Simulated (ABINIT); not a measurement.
# TiSi (Cmmm) in ABINIT: single point with PBEsol

Aim: the single point of TiSi with PBEsol.

Everything below comes from runs of ABINIT 10.8.3 (patched build). Logs are shortened: lines on timing, memory, paths and dates and some standing lists are left out, and cuts for length are marked. The log counts tension as positive stress, the text compression.

## (1) The crystal as given

It takes space group Cmmm (No. 65, orthorhombic). The conventional cell has a = 3.632 Å, b = 4.235 Å, c = 3.804 Å, α = 90.00°, β = 90.00°, γ = 90.00°. Around Ti (site symmetry mmm) lie 8 Si at 2.63 to 2.85 Å and 4 Ti at 2.79 Å. Si (site symmetry mmm) has 8 Ti at 2.63 to 2.85 Å and 4 Si at 2.79 Å as nearest neighbours.

The cell comes from a database or a generator and needn't be the stable form of this composition.

## (2) Single point, PBEsol

Input file run.abi:

```
# Pseudopotentials
pp_dirpath "./"
pseudos "Ti.upf, Si.upf"

# Structure
acell 2.7897730971 2.7897730971 3.803934 Angstrom
rprim
     0.6510128017    -0.7590667507     0.0000000000
     0.6510128017     0.7590667507     0.0000000000
     0.0000000000     0.0000000000     1.0000000000
ntypat 2
znucl 22 14
natom 2
typat 1 2
xcart
     1.8161780000     0.0000000000     0.0000000000
     0.0000000000     0.0000000000     1.9019670000 Angstrom
chkprim 0
chksymtnons 0
tolsym 1.0e-6

# Plane-wave basis
ecut 38.0

# k points
kptopt 1
ngkpt 8 8 5
nshiftk 1
shiftk 0.0 0.0 0.0

# Exchange and correlation
ixc -116133

# Bands and occupations
nband 12
occopt 3
tsmear 0.05 eV

# SCF cycle
nstep 100
tolvrs 1.0e-10

# Output
iomode 3
prtwf 0
prtden 0
prteig 0
prtebands 0
enunit 2
```

Potentials or basis: PseudoDojo NC SR PBEsol v0.4.1 standard.

Started as:

```sh
$ mpirun --bind-to none -np 4 abinit run.abi > log 2>&1
```

run.abo:

```text
.Version 10.8.3 of ABINIT
 Symmetries : space group Cm m m (# 65); Bravais oC (1-face-center ortho.)
================================================================================
 Values of the parameters that define the memory need of the present run
     intxc =       0    ionmov =       0      iscf =       7    lmnmax =       6
     lnmax =       6     mgfft =      40  mpssoang =       3    mqgrid =    3001
     natom =       2  nloc_mem =       1    nspden =       1   nspinor =       1
    nsppol =       1      nsym =       8    n1xccc =    2501    ntypat =       2
    occopt =       3   xclevel =       2
       mpw =        2229          nfft =       36000          nkpt =          63
================================================================================
================================================================================

--------------------------------------------------------------------------------
------------- Echo of variables that govern the present computation ------------
--------------------------------------------------------------------------------
 -outvars: echo values of preprocessed input variables --------
            acell      5.2719071069E+00  5.2719071069E+00  7.1883934610E+00 Bohr
              amu      4.78800000E+01  2.80855000E+01
          chkprim           0
      chksymtnons           0
             ecut      3.80000000E+01 Hartree
           enunit           2
                       outvar_i_n : Printing only first  50 k-points.
              ixc     -116133
                       outvar_i_n : Printing only first  50 k-points.
         kptrlatt        8    0    0      0    8    0      0    0    5
          kptrlen      3.59419673E+01
            natom           2
            nband          12
            ngfft          30      30      40
             nkpt          63
            nstep         100
             nsym           8
           ntypat           2
                       prtocc : prtvol=0, do not print more k-points.
           occopt           3
           prtden           0
        prtebands           0
           prteig           0
            prtwf           0
            rprim      6.5101280170E-01 -7.5906675070E-01  0.0000000000E+00
                       6.5101280170E-01  7.5906675070E-01  0.0000000000E+00
                       0.0000000000E+00  0.0000000000E+00  1.0000000000E+00
          spgroup          65
           tolsym      1.00000000E-06
           tolvrs      1.00000000E-10
           tsmear      1.83746611E-03 Hartree
            typat      1  2
                       outvars : Printing only first  50 k-points.
           xangst      1.8161780000E+00 -2.8426251364E-18  0.0000000000E+00
                      -5.0356842020E-11  1.9888750670E-28  1.9019670000E+00
            xcart      3.4320790159E+00 -5.3717829864E-18  0.0000000000E+00
                      -9.5160639983E-11  3.7584291753E-28  3.5941967305E+00
             xred      4.9999999999E-01  4.9999999999E-01  0.0000000000E+00
                      -1.3863410420E-11 -1.3863410420E-11  5.0000000000E-01
            znucl       22.00000   14.00000

================================================================================

 chkinp: Checking input parameters for consistency.

================================================================================
== DATASET  1 ==================================================================

--- !DatasetInfo
iteration_state: {dtset: 1, }
dimensions: {natom: 2, nkpt: 63, mband: 12, nsppol: 1, nspinor: 1, nspden: 1, mpw: 2229, }
cutoff_energies: {ecut:  38.0, pawecutdg:  -1.0, }
electrons: {nelect:   1.60000000E+01, charge:   0.00000000E+00, occopt:   3.00000000E+00, tsmear:   1.83746611E-03, }
meta: {optdriver: 0, ionmov: 0, optcell: 0, iscf: 7, paral_kgb: 0, }
...

 Real(R)+Recip(G) space primitive vectors, cartesian coordinates (Bohr,Bohr^-1):
 R(1)=  3.4320790 -4.0017294  0.0000000  G(1)=  0.1456843 -0.1249460  0.0000000
 R(2)=  3.4320790  4.0017294  0.0000000  G(2)=  0.1456843  0.1249460  0.0000000
 R(3)=  0.0000000  0.0000000  7.1883935  G(3)=  0.0000000  0.0000000  0.1391131
 Unit cell volume ucvol=  1.9745441E+02 bohr^3
 Angles (23,13,12)=  9.00000000E+01  9.00000000E+01  9.87639873E+01 degrees

 getcut: wavevector=  0.0000  0.0000  0.0000  ngfft=  30  30  40
         ecut(hartree)=     38.000   => boxcut(ratio)=   2.00526

--- Pseudopotential description ------------------------------------------------
- pspini: atom type   1  psp file is ./Ti.upf
12 -116133 2 -1 1586                          pspcod,pspxc,lmax,lloc,mmax
     nproj     2     2     2

- pspini: atom type   2  psp file is ./Si.upf
12 -116133 2 -1 1510                          pspcod,pspxc,lmax,lloc,mmax
     nproj     2     2     2

   3.62142215E+02                                ecore*ucvol(ha*bohr**3)
--------------------------------------------------------------------------------

================================================================================

--- !BeginCycle
iteration_state: {dtset: 1, }
solver: {iscf: 7, nstep: 100, nline: 4, wfoptalg: 0, }
tolerances: {tolvrs: 1.00E-10, }
...

     iter   Etot(hartree)      deltaE(h)  residm     vres2
 ETOT  1  -63.485320604680    -6.349E+01 1.268E-01 5.581E+01
 ETOT  2  -63.485929278033    -6.087E-04 8.240E-02 4.315E+02
 ETOT  3  -63.572581264048    -8.665E-02 2.111E-02 2.388E+01
 ETOT  4  -63.577459433750    -4.878E-03 9.500E-03 1.575E-01
 ETOT  5  -63.577505145430    -4.571E-05 4.667E-03 2.852E-03
 ETOT  6  -63.577506654068    -1.509E-06 5.118E-03 1.003E-03
 ETOT  7  -63.577507000708    -3.466E-07 3.394E-03 8.074E-07
 ETOT  8  -63.577507026377    -2.567E-08 3.177E-03 1.679E-06
 ETOT  9  -63.577507031983    -5.606E-09 1.402E-03 7.808E-08
 ETOT 10  -63.577507033163    -1.180E-09 8.512E-04 2.944E-08
 ETOT 11  -63.577507033437    -2.741E-10 8.857E-04 3.484E-10
 ETOT 12  -63.577507033498    -6.079E-11 7.319E-04 1.052E-09
 ETOT 13  -63.577507033513    -1.475E-11 5.617E-04 6.623E-13

 At SCF step   13       vres2   =  6.62E-13 < tolvrs=  1.00E-10 =>converged.

 Cartesian components of stress tensor (hartree/bohr^3)
  sigma(1 1)=  1.17322048E-04  sigma(3 2)=  0.00000000E+00
  sigma(2 2)=  1.72484630E-04  sigma(3 1)=  0.00000000E+00
  sigma(3 3)=  1.47843434E-04  sigma(2 1)=  0.00000000E+00

--- !ResultsGS
iteration_state: {dtset: 1, }
comment   : Summary of ground state results
lattice_vectors:
- [  3.4320790,  -4.0017294,   0.0000000, ]
- [  3.4320790,   4.0017294,   0.0000000, ]
- [  0.0000000,   0.0000000,   7.1883935, ]
lattice_lengths: [   5.27191,    5.27191,    7.18839, ]
lattice_angles: [ 90.000,  90.000,  98.764, ] # degrees, (23, 13, 12)
lattice_volume:   1.9745441E+02
convergence: {deltae: -1.475E-11, res2:  6.623E-13, residm:  5.617E-04, diffor: null, }
etotal    :  -6.35775070E+01
entropy   :   0.00000000E+00
fermie    :   3.73848470E-01
cartesian_stress_tensor: # hartree/bohr^3
- [  1.17322048E-04,   0.00000000E+00,   0.00000000E+00, ]
- [  0.00000000E+00,   1.72484630E-04,   0.00000000E+00, ]
- [  0.00000000E+00,   0.00000000E+00,   1.47843434E-04, ]
pressure_GPa:  -4.2920E+00
xred      :
- [  5.0000E-01,   5.0000E-01,   0.0000E+00, Ti]
- [ -1.3863E-11,  -1.3863E-11,   5.0000E-01, Si]
cartesian_forces: # hartree/bohr
- [ -0.00000000E+00,  -0.00000000E+00,  -0.00000000E+00, ]
- [ -0.00000000E+00,  -0.00000000E+00,  -0.00000000E+00, ]
force_length_stats: {min:   0.00000000E+00, max:   0.00000000E+00, mean:   0.00000000E+00, }
...

 Integrated electronic density in atomic spheres:
 ------------------------------------------------
 Atom  Sphere_radius  Integrated_density
    1        2.00000          9.58855975
    2        2.00000          1.73656357
================================================================================

 ----iterations are completed or convergence reached----

 Mean square residual over all n,k,spin=   32.038E-07; max=  56.171E-05
 reduced coordinates (array xred) for    2 atoms
       0.499999999986      0.499999999986      0.000000000000
      -0.000000000014     -0.000000000014      0.500000000000
 rms dE/dt=  0.0000E+00; max dE/dt=  0.0000E+00; dE/dt below (all hartree)
    1       0.000000000000      0.000000000000      0.000000000000
    2       0.000000000000      0.000000000000      0.000000000000

 cartesian coordinates (angstrom) at end:
    1      1.81617800000000    -0.00000000000000     0.00000000000000
    2     -0.00000000005036     0.00000000000000     1.90196700000000

 cartesian forces (hartree/bohr) at end:
    1     -0.00000000000000    -0.00000000000000    -0.00000000000000
    2     -0.00000000000000    -0.00000000000000    -0.00000000000000
 frms,max,avg= 0.0000000E+00 0.0000000E+00   0.000E+00  0.000E+00  0.000E+00 h/b

 cartesian forces (eV/Angstrom) at end:
    1     -0.00000000000000    -0.00000000000000    -0.00000000000000
    2     -0.00000000000000    -0.00000000000000    -0.00000000000000
 frms,max,avg= 0.0000000E+00 0.0000000E+00   0.000E+00  0.000E+00  0.000E+00 e/A
 length scales=  5.271907106945  5.271907106945  7.188393461029 bohr
              =  2.789773097100  2.789773097100  3.803934000000 angstroms
 Fermi (or HOMO) energy (hartree) =   0.37385   Average Vxc (hartree)=  -0.43349
 Eigenvalues (hartree) for nkpt=  63  k points:
 kpt#   1, nband= 12, wtk=  0.00313, kpt=  0.0000  0.0000  0.0000 (reduced coord)
  -1.70128   -0.83826   -0.82277   -0.81980   -0.05657    0.28473    0.31288    0.33237
   0.43527    0.45889    0.47993    0.56402
      occupation numbers for kpt#   1
   2.00000    2.00000    2.00000    2.00000    2.00000    2.00000    2.00000    2.00000
   0.00000    0.00000    0.00000    0.00000
 prteigrs : prtvol=0 or 1, do not print more k-points.

 Fermi (or HOMO) energy (eV) =  10.17294   Average Vxc (eV)= -11.79580
 Eigenvalues (   eV  ) for nkpt=  63  k points:
 kpt#   1, nband= 12, wtk=  0.00313, kpt=  0.0000  0.0000  0.0000 (reduced coord)
 -46.29422  -22.81019  -22.38878  -22.30782   -1.53930    7.74796    8.51385    9.04412
  11.84438   12.48708   13.05951   15.34775
 prteigrs : prtvol=0 or 1, do not print more k-points.

--- !EnergyTerms
iteration_state     : {dtset: 1, }
comment             : Components of total free energy in Hartree
kinetic             :  2.51972779820033E+01
hartree             :  1.49657670790602E+01
xc                  : -1.02686459614883E+01
Ewald energy        : -4.50376708147465E+01
psp_core            :  1.83405485746849E+00
local_psp           : -5.12757351983504E+01
non_local_psp       :  1.00790479794706E+00
internal            : -6.35770472581062E+01
'-kT*entropy'       : -4.59775406652019E-04
total_energy        : -6.35775070335129E+01
total_energy_eV     : -1.73003210044549E+03
band_energy         : -6.56297158143299E+00
...

 Cartesian components of stress tensor (hartree/bohr^3)
  sigma(1 1)=  1.17322048E-04  sigma(3 2)=  0.00000000E+00
  sigma(2 2)=  1.72484630E-04  sigma(3 1)=  0.00000000E+00
  sigma(3 3)=  1.47843434E-04  sigma(2 1)=  0.00000000E+00

-Cartesian components of stress tensor (GPa)         [Pressure= -4.2920E+00 GPa]
- sigma(1 1)=  3.45173382E+00  sigma(3 2)=  0.00000000E+00
- sigma(2 2)=  5.07467301E+00  sigma(3 1)=  0.00000000E+00
- sigma(3 3)=  4.34970400E+00  sigma(2 1)=  0.00000000E+00

== END DATASET(S) ==============================================================
================================================================================

 -outvars: echo values of variables after computation  --------
            acell      5.2719071069E+00  5.2719071069E+00  7.1883934610E+00 Bohr
           etotal     -6.3577507034E+01
            fcart     -0.0000000000E+00 -0.0000000000E+00 -0.0000000000E+00
                      -0.0000000000E+00 -0.0000000000E+00 -0.0000000000E+00
            rprim      6.5101280170E-01 -7.5906675070E-01  0.0000000000E+00
                       6.5101280170E-01  7.5906675070E-01  0.0000000000E+00
                       0.0000000000E+00  0.0000000000E+00  1.0000000000E+00
           strten      1.1732204798E-04  1.7248462985E-04  1.4784343408E-04
                       0.0000000000E+00  0.0000000000E+00  0.0000000000E+00
           xangst      1.8161780000E+00 -2.8426251364E-18  0.0000000000E+00
                      -5.0356842020E-11  1.9888750670E-28  1.9019670000E+00
             xred      4.9999999999E-01  4.9999999999E-01  0.0000000000E+00
                      -1.3863410420E-11 -1.3863410420E-11  5.0000000000E-01
 Calculation completed.
```

Wall time 17 s (4 MPI ranks of Arm Neoverse V1, shared host); peak memory 0.24 GiB.

Results:

* Free energy: -1730.0321 eV
* Pressure: -4.3 GPa
* Band gap on the k mesh: none (metal or under the smearing width)
* Valence electrons inside the program's atomic spheres: Ti 9.59; Si 1.74
